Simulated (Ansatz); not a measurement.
# CoO (Fm-3m) in Ansatz: relaxation of cell and atoms with LDA

Aim: the relaxation of cell and atoms of CoO with LDA.

Everything below comes from runs of Ansatz 0.2.0. Logs are shortened: lines on timing, memory, paths and dates and some standing lists are left out, and cuts for length are marked.

### 1 The structure

The structure is cubic, space group Fm-3m (No. 225). The conventional cell has a = 4.263 Å, b = 4.263 Å, c = 4.263 Å, α = 90.00°, β = 90.00°, γ = 90.00°. Around Co (site symmetry m-3m) lie 6 O at 2.13 Å. Around O (site symmetry m-3m) lie 6 Co at 2.13 Å.

### 2 Relaxation of cell and atoms, LDA, collinear spin, ferromagnetic start

The input, input.yaml:

```yaml
crystal:
  lattice:
    - [0.0, 2.1315, 2.1315]
    - [2.1315, 0.0, 2.1315]
    - [2.1315, 2.1315, 0.0]
  atoms:
    - { symbol: Co, position: [0.0, 0.0, 0.0], spin: 2.0 }
    - { symbol: O, position: [0.5, 0.5, 0.5] }
hamiltonian:
  xc: lda
  pseudopotentials: { kind: paw }
magnetization:
  spin_polarized: true
kpoints:
  mp_grid: { grid: [11, 11, 11] }
scf:
  occupations: { method: fermi_dirac, width: 0.05 }
output:
  forces: true
  stress: true
relax:
  f_tol: 0.01
  max_steps: 40
  cell: { stress_tol: 0.05 }
```

Potentials or basis: Ansatz PAW.

On the command line:

```
> ansatz run input.yaml --threads 2 --pin off --max-ram 5632MiB --backend cpu --events-out ev --progress --plain --runs-dir out
```

What it wrote:

```text
Warning: RAYON_NUM_THREADS=2 ignored (pool sized by the plan → 2); use --threads N
Engine: ansatz 0.2.0, aarch64-unknown-linux-gnu
Pseudopotentials: kind: paw
Pseudopotential: Co, paw, valence charge 17, recommended cutoff 420 eV (normal), Co.paw.azcp
Pseudopotential: O, paw, valence charge 6, recommended cutoff 420 eV (normal), O.paw.azcp
Functional definition: SPW92
  exchange = slater_x
  correlation = pw_c
Crystal: 2 atoms, lattice volume = 19.368 Å³
Basis set: ecut = 420 eV, 339 PW (Γ)
Bands: 17, of which v1, the nominal top of the filled ones, is band 12 counted from 1 (11 counted from 0)
Symmetry: 48 space group operations
Space group: Fm-3m (ITA 225), of the structure as read, at distance tolerance 2.7e-5 Å
Magnetic group: BNS 225.116 (UNI 1618), of the structure as read, at distance tolerance 2.7e-5 Å
k-points: 56 of 1331
Non-local potential: Co, projectors of the file, l = 0: 3, l = 1: 2, l = 2: 3, l = 3: 1
Non-local potential: O, projectors of the file, l = 0: 2, l = 1: 2, l = 2: 1
PAW form: soft (Blöchl's): semilocal exchange-correlation on the pseudo side does not see the compensation charge
PAW frozen core: Co, regenerated for the run's functional, and the local potential with it (the file was generated under x = pbe(κ = 0.804, μ = 0.2195149727645171), c = pbe(β = 0.06672455060314922))
PAW frozen core: O, regenerated for the run's functional, and the local potential with it (the file was generated under x = pbe(κ = 0.804, μ = 0.2195149727645171), c = pbe(β = 0.06672455060314922))
PAW one-centre angular grid: Co, 590 points (default); XC on 64 Gauss nodes
PAW one-centre angular grid: O, 110 points (default); XC on 64 Gauss nodes
Initial density: superposition of atomic densities (chi_scale 0.1, normalization cell, long waves kept (reshape's long-wave potential 0.00 eV rms))
Starting moments: Σ|m| = 2 μB on 1 of 2 sites
Initial wavefunctions: pseudopotential atomic-orbital guess
Functional: x = slater, c = lda
SCF iter   1: F=—  HF=-5615.451611 eV  |F-HF|=—  |Δ(HF+E_count)|=         —  Δρ=1.12e-1 (↑1.12e-1 ↓1.02e-1)  dr2=6.43e0  dr2_m=1.33e-1  M=2.091 μB ∫|m|=2.091 μB  β_m=0.30  ethr=3.10e-3  ⟨swp⟩=5.7  Hψ=8316  notcnv=0
Mixer restart at iter 1: flushing history
preconditioner: auto → none  [metal: Δε(μ)=0.009 eV  Ē_g=12.909 eV  σ=0.050 eV  W_gap=0.04  n_scr=8 (ndim 8)  ℏωp=32.7 eV  f_vac=0.000  D(μ)=5.04/eV (n_scr^D=112)  sad-step TF]
SCF iter   2: F=—  HF=-5615.903278 eV  |F-HF|=—  |Δ(HF+E_count)|=   4.52e-1  Δρ=4.89e-2 (↑4.89e-2 ↓4.43e-2)  dr2=8.49e-1  dr2_m=1.47e-1  M=2.227 μB ∫|m|=2.227 μB  β_m=0.37  ethr=3.10e-3  ⟨swp⟩=3.4  Hψ=4679  notcnv=0  defer=27
SCF iter   3: F=—  HF=-5616.174465 eV  |F-HF|=—  |Δ(HF+E_count)|=   2.71e-1  Δρ=3.10e-2 (↑2.42e-2 ↓3.10e-2)  dr2=8.02e-2  dr2_m=9.11e-2  M=2.322 μB ∫|m|=2.323 μB  β_m=0.68  ethr=3.10e-3  ⟨swp⟩=2.0  Hψ=3293  notcnv=0  defer=24
SCF iter   4: F=—  HF=-5616.310533 eV  |F-HF|=—  |Δ(HF+E_count)|=         —  Δρ=5.37e-2 (↑3.65e-2 ↓5.37e-2)  dr2=6.79e-2  dr2_m=3.49e-1  M=2.840 μB ∫|m|=2.847 μB  β_m=0.68  ethr=3.49e-4  ⟨swp⟩=3.0  Hψ=4010  notcnv=0  defer=25
Mixer restart at iter 4: flushing history
SCF iter   5: F=—  HF=-5616.315820 eV  |F-HF|=—  |Δ(HF+E_count)|=   5.29e-3  Δρ=2.49e-2 (↑2.49e-2 ↓1.08e-2)  dr2=9.76e-2  dr2_m=2.62e-2  M=2.799 μB ∫|m|=2.807 μB  β_m=0.71  ethr=2.95e-4  ⟨swp⟩=3.0  Hψ=4433  notcnv=0  defer=25
SCF iter   6: F=—  HF=-5616.350027 eV  |F-HF|=—  |Δ(HF+E_count)|=   3.42e-2  Δρ=4.19e-2 (↑1.40e-2 ↓4.19e-2)  dr2=3.16e-1  dr2_m=5.59e-2  M=2.941 μB ∫|m|=2.952 μB  β_m=0.54  ethr=2.95e-4  ⟨swp⟩=3.0  Hψ=4776  notcnv=0  defer=32  recentre
SCF iter   7: F=—  HF=-5616.287279 eV  |F-HF|=—  |Δ(HF+E_count)|=   6.27e-2  Δρ=9.94e-4 (↑9.94e-4 ↓8.03e-4)  dr2=1.22e-5  dr2_m=1.36e-4  M=2.880 μB ∫|m|=2.890 μB  β_m=0.77  ethr=2.95e-4  ⟨swp⟩=3.0  Hψ=4843  notcnv=0  defer=31
SCF iter   8: F=—  HF=-5616.287298 eV  |F-HF|=—  |Δ(HF+E_count)|=   1.84e-5  Δρ=1.87e-4 (↑1.32e-4 ↓1.87e-4)  dr2=8.60e-6  dr2_m=1.34e-6  M=2.883 μB ∫|m|=2.893 μB  β_m=0.84  ethr=5.29e-8  ⟨swp⟩=2.3  Hψ=3384  notcnv=0  defer=31
[... 86 lines left out ...]
SCF iter   3: F=—  HF=-5616.450855 eV  |F-HF|=—  |Δ(HF+E_count)|=   6.25e-5  Δρ=6.94e-4 (↑6.94e-4 ↓3.37e-4)  dr2=1.19e-5  dr2_m=3.92e-5  M=2.214 μB ∫|m|=2.220 μB  β_m=0.26  ethr=5.81e-8  ⟨swp⟩=2.0  Hψ=3273  notcnv=0
SCF iter   4: F=—  HF=-5616.450862 eV  |F-HF|=—  |Δ(HF+E_count)|=   7.41e-6  Δρ=3.69e-4 (↑3.28e-4 ↓3.69e-4)  dr2=1.01e-6  dr2_m=1.87e-5  M=2.213 μB ∫|m|=2.219 μB  β_m=0.59  ethr=5.16e-8  ⟨swp⟩=2.5  Hψ=2866  notcnv=0
SCF iter   5: F=—  HF=-5616.450877 eV  |F-HF|=—  |Δ(HF+E_count)|=   1.44e-5  Δρ=1.42e-4 (↑1.42e-4 ↓9.18e-5)  dr2=5.22e-7  dr2_m=1.94e-6  M=2.210 μB ∫|m|=2.216 μB  β_m=0.64  ethr=4.40e-9  ⟨swp⟩=2.3  Hψ=3275  notcnv=0
SCF iter   6: F=—  HF=-5616.450875 eV  |F-HF|=—  |Δ(HF+E_count)|=   1.43e-6  Δρ=2.95e-5 (↑2.55e-5 ↓2.95e-5)  dr2=3.35e-7  dr2_m=1.59e-8  M=2.208 μB ∫|m|=2.214 μB  β_m=0.82  ethr=2.27e-9  ⟨swp⟩=2.0  Hψ=2965  notcnv=0
SCF iter   7: F=—  HF=-5616.450877 eV  |F-HF|=—  |Δ(HF+E_count)|=   1.47e-6  Δρ=4.09e-5 (↑1.17e-5 ↓4.09e-5)  dr2=1.21e-7  dr2_m=9.77e-8  M=2.208 μB ∫|m|=2.215 μB  β_m=0.81  ethr=1.46e-9  ⟨swp⟩=2.0  Hψ=2406  notcnv=0
SCF iter   8: F=-5616.450877 eV  HF=-5616.450877 eV  |F-HF|=4.08e-10  |Δ(HF+E_count)|=   3.53e-7  Δρ=1.17e-6 (↑1.17e-6 ↓9.29e-7)  dr2=4.90e-10  dr2_m=1.64e-11  M=2.209 μB ∫|m|=2.215 μB  ethr=5.28e-10  ⟨swp⟩=2.0  Hψ=6332  notcnv=0
SCF 7 converged in 8 iterations: F = -5616.450877 eV  dr2 = 4.90e-10
relax step   7: F+E_penalty+E_count = -5616.45087709 eV  Δ(F+E_penalty+E_count) = -6.197e-4 eV  max|allowed force component| = 4.010e-30 eV/Å  Δτ_max = 0.0000 Å  P = +0.014 GPa  Ω = 16.953 Å³  energy of the carried Pulay correction = +4.485e-4 eV  (8 SCF iters, dr2 threshold 2.00e-7 eV, accepted)
iter 1 solved again at ethr=6.59e-9 eV; its pass at ethr=3.10e-3 eV (dr2=1.52e-6 eV) is discarded
SCF iter   1: F=—  HF=-5616.450335 eV  |F-HF|=—  |Δ(HF+E_count)|=         —  Δρ=4.97e-5 (↑4.00e-5 ↓4.97e-5)  dr2=3.95e-7  dr2_m=7.53e-8  M=2.209 μB ∫|m|=2.215 μB  β_m=0.65  ethr=6.59e-9  ⟨swp⟩=3.1  Hψ=13990  notcnv=0
preconditioner: auto → none  [metal: Δε(μ)=0.027 eV  Ē_g=14.713 eV  σ=0.050 eV  W_gap=0.14  n_scr=0 (ndim 8)  ℏωp=34.9 eV  f_vac=0.000  D(μ)=3.75/eV (n_scr^D=64)]
SCF iter   2: F=—  HF=-5616.450334 eV  |F-HF|=—  |Δ(HF+E_count)|=   3.48e-7  Δρ=2.74e-5 (↑2.74e-5 ↓2.72e-5)  dr2=3.39e-7  dr2_m=9.96e-9  M=2.209 μB ∫|m|=2.215 μB  β_m=0.37  ethr=1.72e-9  ⟨swp⟩=2.0  Hψ=2736  notcnv=0
SCF iter   3: F=—  HF=-5616.450334 eV  |F-HF|=—  |Δ(HF+E_count)|=   9.15e-8  Δρ=1.17e-5 (↑1.17e-5 ↓9.57e-6)  dr2=1.98e-8  dr2_m=9.89e-10  M=2.209 μB ∫|m|=2.215 μB  β_m=0.59  ethr=1.47e-9  ⟨swp⟩=2.1  Hψ=2617  notcnv=0
SCF iter   4: F=—  HF=-5616.450335 eV  |F-HF|=—  |Δ(HF+E_count)|=   1.10e-7  Δρ=1.18e-5 (↑4.45e-6 ↓1.18e-5)  dr2=1.97e-8  dr2_m=6.22e-9  M=2.209 μB ∫|m|=2.215 μB  β_m=0.59  ethr=8.62e-11  ⟨swp⟩=2.0  Hψ=2738  notcnv=0
SCF iter   5: F=—  HF=-5616.450335 eV  |F-HF|=—  |Δ(HF+E_count)|=   1.36e-8  Δρ=8.07e-6 (↑8.07e-6 ↓5.60e-6)  dr2=2.30e-9  dr2_m=6.68e-9  M=2.209 μB ∫|m|=2.215 μB  β_m=0.80  ethr=8.57e-11  ⟨swp⟩=2.5  Hψ=3062  notcnv=0
SCF iter   6: F=—  HF=-5616.450335 eV  |F-HF|=—  |Δ(HF+E_count)|=   4.89e-9  Δρ=3.07e-6 (↑2.01e-6 ↓3.07e-6)  dr2=1.24e-9  dr2_m=7.60e-10  M=2.209 μB ∫|m|=2.215 μB  β_m=0.81  ethr=1.00e-11  ⟨swp⟩=2.0  Hψ=2789  notcnv=0
SCF iter   7: F=—  HF=-5616.450335 eV  |F-HF|=—  |Δ(HF+E_count)|=  8.44e-10  Δρ=2.69e-7 (↑1.99e-7 ↓2.69e-7)  dr2=1.85e-11  dr2_m=4.41e-12  M=2.209 μB ∫|m|=2.215 μB  β_m=0.90  ethr=5.40e-12  ⟨swp⟩=2.0  Hψ=2697  notcnv=0
SCF iter   8: F=-5616.450335 eV  HF=-5616.450335 eV  |F-HF|=3.64e-12  |Δ(HF+E_count)|=  2.00e-11  Δρ=1.61e-7 (↑9.48e-8 ↓1.61e-7)  dr2=5.35e-12  dr2_m=1.48e-12  M=2.209 μB ∫|m|=2.215 μB  ethr=1.00e-12  ⟨swp⟩=4.0  Hψ=7683  notcnv=0
SCF 8 converged in 8 iterations: F = -5616.450335 eV  dr2 = 5.35e-12
relax step   8: F+E_penalty+E_count = -5616.45033463 eV  Δ(F+E_penalty+E_count) = +5.425e-4 eV  max|allowed force component| = 4.536e-30 eV/Å  Δτ_max = 0.0000 Å  P = -0.010 GPa  Ω = 16.953 Å³  stress off target by 1.05e-2 GPa  SCF on the basis re-selected at this cell (its energy is not comparable with the rows above)  (8 SCF iters)
basis re-selected at this cell: Δ(F+E_penalty+E_count) = +5.425e-4 eV, ΔP = -0.024 GPa vs the last step (what re-selecting the basis moved, of the pressure what is left beyond the Pulay correction that the steps carried, after the strain that the cell walked since its last selection, with what the two solves' SCF thresholds leave and, on support functions, any second-order correction that the steps lacked; it is no measure of the basis error at this ecutwfc). This SCF's stress stands 1.05e-2 GPa from its target on what of the cell is left free (relax.cell.stress_tol is 5.00e-2 GPa) and its largest allowed force component is 4.54e-30 eV/Å (relax.f_tol is 1.00e-2 eV/Å): within both
SCF converged after 8 iterations
Magnetization: 2.2089 μB (12.6045 up, 10.3955 down)
Absolute magnetization: 2.2154 μB (∫|ρ↑−ρ↓|, with the PAW one-centre terms)
Spin contamination: 0.0095 ħ² per cell (⟨S²⟩ above its minimum at these occupations)
Per-site moments (μB) at R_I (Å): [(1.8911720599977933, 0.841067384569), (0.204273349177728, 0.841067384569)]
Free energy (F): -5616.450335 eV
Harris-Foulkes:  -5616.450335 eV  (|F-HF|=3.64e-12)
Internal energy: -5616.419635 eV  (E = F + TS)
E sigma→0 (E₀):  -5616.434985 eV
Entropy (-TS):   -0.030699 eV (-15.350 meV/atom)
Fermi energy:    16.287998 eV
--- Per-component energies (eV) ---
  E_band       = -253.322405
  E_kinetic    = 622.490000
  E_local      = -3241.253132  (includes V_loc(G=0)·N_el)
  E_nonlocal   = 521.071391
  E_hartree    = 1334.968698
  E_xc         = -227.566574
  E_vxc        = -294.521341  (∫ρ·V_xc dr)
  E_paw        = -1603.310874  (= ΣΔE_a)
  E_vpaw       = -531.049328  (= ΣTr[D̂ρ^β])
  E_aug_tail   = 0.002672  (compensation charges beyond the density's cutoff)
  E_ewald      = -3023.336989
  E_core_change = 0.515172  (= ΣΔE_core)
  E_smearing   = -0.030699  (= −TS)
  E_closure    = 0.000000  (closes the sum)
  Σ components = -5616.450335   (vs F -5616.450335, Δ=0.00e0)
--- Forces (eV/Å), atoms counted from 1 ---
  atom   1  Co    -0.00000000    -0.00000000    -0.00000000
  atom   2  O      0.00000000     0.00000000    -0.00000000
  max |Σ_I F_I| component: 7.76e-30 eV/Å
--- Stress (GPa, compression-positive) ---
       -0.010455       0.000000       0.000000
        0.000000      -0.010455       0.000000
        0.000000       0.000000      -0.010455
  P = ⅓ Tr σ = -0.0105 GPa (-0.105 kbar)
--- Relaxed structure (6 steps of the walk, 6 accepted, 2 SCFs on fresh bases) ---
  F+E_penalty+E_count = -5616.45033463 eV   max|allowed force component| = 4.536e-30 eV/Å   (the final SCF, on the basis selected at the relaxed cell)
  cell:  # Å, volume = 16.9532 Å³
    - [3.9250286251098715e-34, 2.038951235318788, 2.038951235318788]
    - [2.038951235318788, 1.222491226352873e-33, 2.038951235318788]
    - [2.038951235318788, 2.038951235318788, 3.602587257633211e-34]
  atoms:
    - { symbol: Co, position: [1.7412280070295288e-35, -1.364746275778785e-35, -1.552987141404248e-35] }
    - { symbol: O, position: [0.5, 0.5, 0.5] }
```

Run time: 12 s. Hardware: 2 threads of Arm Neoverse V1, shared host; peak memory 0.31 GiB.

What came out:

| Item | Value |
| --- | --- |
| Free energy | -5616.4503 eV |
| Relaxed volume | 8.48 Å³/atom |
| Relaxed cell | a = 2.884 Å, b = 2.884 Å, c = 2.884 Å, α = 60.00°, β = 60.00°, γ = 60.00° |
| Space group after relaxing (to 0.05 Å) | Fm-3m (No. 225) |
| Energy gained by relaxing | 81.5 meV/atom |
| Ionic steps | 8 |
| Pressure after relaxing | 0.0 GPa |
| Net moment | 2.21 μB per cell |
| Absolute moment | 2.22 μB per cell |
| Site moments | Co +1.89; O +0.20 μB |

The path:
| step | energy change (eV) | largest force (eV/Å) | volume (Å³) |
| --- | --- | --- | --- |
| 1 | 0.0000 | 0.0000 | 19.37 |
| 2 | -0.1098 | 0.0000 | 18.28 |
| 3 | -0.1717 | 0.0000 | 16.92 |
| 4 | -0.1712 | 0.0000 | 17.05 |
| 5 | -0.1714 | 0.0000 | 17.02 |
| 6 | -0.1630 | 0.0000 | 17.02 |
| 7 | -0.1636 | 0.0000 | 16.95 |
| 8 | -0.1630 | 0.0000 | 16.95 |

Final structure:
```xyz
2
Lattice="0.0000 2.0390 2.0390 2.0390 0.0000 2.0390 2.0390 2.0390 0.0000" Properties=species:S:1:pos:R:3 pbc="T T T"
Co    0.0000    0.0000    0.0000
O     2.0390    2.0390    2.0390
```

Caveat: the plane-wave basis is chosen anew once the cell has moved, so the energies of steps on either side of that aren't comparable; the pressure holds a Pulay correction of +1.1 GPa for the finite cutoff; the volume moved by -12 % from the deposited cell, more than functionals usually miss; a cell with one magnetic atom can't hold antiferromagnetic order, which such compounds often take; the PAW data sets come from PBE, with cores solved anew for the run's functional, which leaves a small shift of forces and pressure. Zero-point motion and thermal expansion aren't in these numbers.
